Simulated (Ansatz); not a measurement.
# V3Si: the cost of one run

Method: DFT PBE, scalar-relativistic, plane waves, PAW, in Ansatz 0.2.0.

### 1 The starting structure

Symmetry: Pm-3n, No. 223, cubic system. Conventional cell: a = 4.725 Å, b = 4.725 Å, c = 4.725 Å, α = 90.00°, β = 90.00°, γ = 90.00°. Around Si (site symmetry m-3) lie 12 V at 2.64 Å. V (site symmetry -4m2) is surrounded by 2 V at 2.36 Å and 4 Si at 2.64 Å.

Coordinates:

```cif
data_structure
_symmetry_space_group_name_H-M 'Pm-3n'
_symmetry_Int_Tables_number 223
_cell_length_a 4.7250
_cell_length_b 4.7250
_cell_length_c 4.7250
_cell_angle_alpha 90.000
_cell_angle_beta 90.000
_cell_angle_gamma 90.000
_cell_volume 105.49
loop_
_atom_site_label
_atom_site_type_symbol
_atom_site_symmetry_multiplicity
_atom_site_Wyckoff_symbol
_atom_site_fract_x
_atom_site_fract_y
_atom_site_fract_z
_atom_site_occupancy
Si1 Si 2 a 0.00000 0.00000 0.00000 1
V1 V 6 c 0.25000 0.00000 0.50000 1
```

### 2 Relaxing cell and atoms: V3Si, no spin

The input, input.yaml:

```yaml
crystal:
  lattice:
    - [4.725, 0.0, 0.0]
    - [0.0, 4.725, 0.0]
    - [0.0, 0.0, 4.725]
  atoms:
    - { symbol: Si, position: [0.0, 0.0, 0.0] }
    - { symbol: Si, position: [0.5, 0.5, 0.5] }
    - { symbol: V, position: [0.25, 0.0, 0.5] }
    - { symbol: V, position: [0.75, 0.0, 0.5] }
    - { symbol: V, position: [0.5, 0.25, 0.0] }
    - { symbol: V, position: [0.5, 0.75, 0.0] }
    - { symbol: V, position: [0.0, 0.5, 0.25] }
    - { symbol: V, position: [0.0, 0.5, 0.75] }
scf:
  occupations: { method: gaussian, width: 0.1 }
output:
  forces: true
  stress: true
  eigenvalues: true
  write_density: true
  write_potential: true
  elf: true
  volumetric_format: npy
kpoints:
  mp_grid: { grid: [16, 16, 16] }
hamiltonian:
  xc: pbe
relax:
  f_tol: 0.003
  max_steps: 60
  cell: { stress_tol: 0.02 }
```

Command:

```
ansatz run input.yaml --threads 8 --pin off --max-ram 24576MiB --backend cpu --events-out ev --progress --plain --runs-dir out
```

**Question.** How long does this run take on 8 threads of Intel Xeon Platinum 8488C (Sapphire Rapids), shared host, and how much memory does it need?

About 26 s, with a peak of 1.2 GiB.
